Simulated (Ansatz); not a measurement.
A relaxation computed with Ansatz, from input to last step.

```yaml
crystal:
  lattice:
    - [0.0, 2.2620396556, 2.2620396556]
    - [2.2620396556, 0.0, 2.2620396556]
    - [2.2620396556, 2.2620396556, 0.0]
  atoms:
    - { symbol: B, position: [0.0, 0.0, 0.0] }
    - { symbol: P, position: [0.25, 0.25, 0.25] }
basis:
  ecutwfc: 420
kpoints:
  mp_grid: { grid: [10, 10, 10] }
hamiltonian:
  xc: pbesol
scf:
  occupations: { method: gaussian, width: 0.02 }
output:
  forces: true
  stress: true
  eigenvalues: true
relax:
  adjacent_minimum: "off"
  f_tol: 0.01
  max_steps: 60
  cell: { stress_tol: 0.1 }
```

```bash
ansatz run input.yaml --threads 1 --pin off --max-ram 2560MiB --backend cpu --events-out ev --progress --plain --runs-dir out
```

Method: DFT PBEsol, scalar-relativistic, plane waves, PAW (Ansatz 0.2.0).

Of 4 frames 3 are shown, positions in Å and forces in eV/Å; the SCF threshold varies from step to step. Steps run on the plane waves of an earlier cell, with a Pulay correction in the pressure. The basis is chosen afresh for the last frame, the zero of the energies, and at times for earlier ones too; energy and pressure step there, also at an unchanged geometry.

```xyz
2
Lattice="0.0000 2.2620 2.2620 2.2620 0.0000 2.2620 2.2620 2.2620 0.0000" Properties=species:S:1:pos:R:3:forces:R:3 pbc="T T T" step=1 free_energy_over_end_meV_per_atom=0.04 pressure_GPa=-0.44
B     0.0000    0.0000    0.0000    0.0000    0.0000    0.0000
P     1.1310    1.1310    1.1310    0.0000    0.0000    0.0000
2
Lattice="0.0000 2.2610 2.2610 2.2610 0.0000 2.2610 2.2610 2.2610 0.0000" Properties=species:S:1:pos:R:3:forces:R:3 pbc="T T T" step=2 free_energy_over_end_meV_per_atom=-0.01 pressure_GPa=-0.20
B     0.0000    0.0000    0.0000    0.0000    0.0000    0.0000
P     1.1305    1.1305    1.1305    0.0000    0.0000    0.0000
2
Lattice="0.0000 2.2601 2.2601 2.2601 0.0000 2.2601 2.2601 2.2601 0.0000" Properties=species:S:1:pos:R:3:forces:R:3 pbc="T T T" step=4 free_energy_over_end_meV_per_atom=0.00 pressure_GPa=0.00
B     0.0000    0.0000    0.0000    0.0000    0.0000    0.0000
P     1.1300    1.1300    1.1300    0.0000    0.0000    0.0000
```

Time: 5.9 s on 1 thread of Intel(R) Xeon(R) Platinum 8488C (Sapphire Rapids), with other jobs on the host, peak memory 0.35 GiB.